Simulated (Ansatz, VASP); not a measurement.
One calculation of MgO, two programs

```
Mg O
1.0
     3.48402    0.00000    0.00000
    -1.74201    3.01725    0.00000
     0.00000    0.00000    4.18532
Mg O
2 2
Direct
  0.33333 0.66667 0.25000
  0.66667 0.33333 0.75000
  0.66667 0.33333 0.25000
  0.33333 0.66667 0.75000
```

Alike in both runs: task single point; functional LDA; k mesh 12 × 12 × 6; no spin polarisation.

```csv
,VASP,Ansatz
version,VASP 6.6.1,Ansatz 0.2.0
potentials or method,"VASP PAW LDA potentials, release 64 (Mg, O)","plane waves, PAW"
plane-wave cutoff (eV),520,420
occupations,"gaussian, width 0.01 eV",fixed
valence electrons in the cell,16,32
```

VASP gave:

| Property | Result |
| --- | --- |
| gap on the k mesh at the Fermi level (eV) | 3.33 |
| pressure (GPa) | -5.8 |
| largest component of the traceless stress (GPa) | 0.30 |

Task: Estimate Ansatz's values.

Result: gap on the k mesh at the Fermi level (eV): 3.33; pressure (GPa): -4.1; largest component of the traceless stress (GPa): 0.42.

The two sets of potentials don't hold the same shells in valence.

A k mesh can miss the band edges. Expect the measured gap to be larger: semilocal functionals such as LDA lack the derivative discontinuity.
